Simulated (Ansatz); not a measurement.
# Surface calculation: hcp Bi (10-10), 6 layers

The slab is cut from the hcp crystal, which needn't be the stable phase, as relaxed on PAW files (31.70 Å³/atom), with 16 Å of vacuum and a dipole correction:

```xyz
6
Lattice="3.5393 0.0000 0.0000 0.0000 5.8434 0.0000 0.0000 0.0000 23.1520" Properties=species:S:1:pos:R:3 pbc="T T T"
Bi    2.6545    4.3826    8.0000
Bi    0.8848    1.4609    9.0217
Bi    0.8848    4.3826   11.0651
Bi    2.6545    1.4609   12.0869
Bi    2.6545    4.3826   14.1303
Bi    0.8848    1.4609   15.1520
```

All numbers are PBE results (scalar-relativistic) from Ansatz 0.2.0, with a Γ-centred 10×6×1 k mesh, Fermi–Dirac smearing of 0.08 eV, no spin polarisation. Methods: LAPW: all electrons, basis error target 1 meV/atom; PAW: frozen-core files, cutoff 420 eV.

The bulk energy comes from a cell in the slab's orientation on a 10×6×6 mesh. The surface energy is (E(slab) − N·E(bulk))/2A at zero smearing, the mean of both faces; thin slabs carry quantum-size effects.

Spin–orbit coupling is left out, which matters for the heavy atoms. The cell is 1×1, so reconstructions are forbidden.

**Question.** As cut, the LAPW slab lies 0.787 eV above 6 atoms of bulk. What surface energy is that?

**Answer.** Over two faces of 20.68 Å² it is 19.0 meV/Å², and times 16.02 J/m² per eV/Å² that gives γ = 0.305 J/m².

**Question.** What do relaxation and the other method give, and what work function comes out?

**Answer.** 

| method | γ as cut (J/m²) | γ relaxed (J/m²) | Φ as cut (eV) | Φ relaxed (eV) |
| --- | --- | --- | --- | --- |
| LAPW | 0.305 | 0.263 | 3.95 | 3.90 |
| PAW | 0.305 | 0.263 | 3.95 | 3.90 |

**Question.** How do the spacings between the planes relax?

**Answer.** From the bottom face up: d12 -34.8 % of 1.022 Å, d23 +4.1 % of 2.043 Å, d34 -5.8 % of 1.022 Å, d45 +4.1 % of 2.043 Å, d56 -34.8 % of 1.022 Å.

**Question.** What changes if relativity is switched off, at the same positions?

**Answer.** LAPW then gives: no gap, work function 4.14 eV.
